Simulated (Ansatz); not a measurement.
CaSe in the CsCl structure, relaxed with r2SCAN in the PAW code Ansatz: the symmetry is Pm-3m (No. 221, cubic); conventional cell a = 3.635 Å, 24.01 Å³ an atom. Ca has 8 Se at 3.15 Å; Se has 8 Ca at 3.15 Å. The primitive cell holds 2 atoms in 48.02 Å³. No magnetic order. The prototype was imposed, so other structures may be more stable.

Computed values: PBE gives a gap of 0.77 eV and PBE0 (25 % exact exchange) 2.21 eV; one over PBE's mean ε∞ is 0.134. HSE06+SOC (4×4×4) gives a least gap of 1.53 eV, direct. r2SCAN's ε∞ is 6.47.

**Question.** What is the density?

**Answer.** The cell holds 1 Ca, 1 Se: M = 1×40.078 + 1×78.971 = 119.05 u in V = 48.02 Å³. ρ = 1.66054 × M/V = 1.66054 × 119.05/48.02 = 4.117 g/cm³, for the static r2SCAN lattice.

**Question.** Taking the gap as linear in the share of unscreened exchange, estimate the gap of the hybrid whose share is 1/ε∞.

**Answer.** The slope is (2.21 − 0.77)/0.25 = 5.76 eV per unit share, so E_g ≈ 0.77 + 5.76 × 0.134 = 1.54 eV. The run with that share gives 1.52 eV (6×6×6 mesh), -0.02 eV from the straight line.

**Question.** At what wavelength does absorption set in by HSE06+SOC, excitons left aside?

**Answer.** λ = 1239.84 eV nm/E: 810 nm for the least gap. That lies in the infrared.

**Question.** What refractive index and reflectivity at normal incidence follow, below the gap and above the phonons?

**Answer.** n = √6.47 = 2.544; R = ((n − 1)/(n + 1))² = (1.544/3.544)² = 19.0 % a face.

Only the levels marked +SOC include spin-orbit coupling.

The meshes of the hybrids are coarse, so their gaps aren't converged to the digits shown.
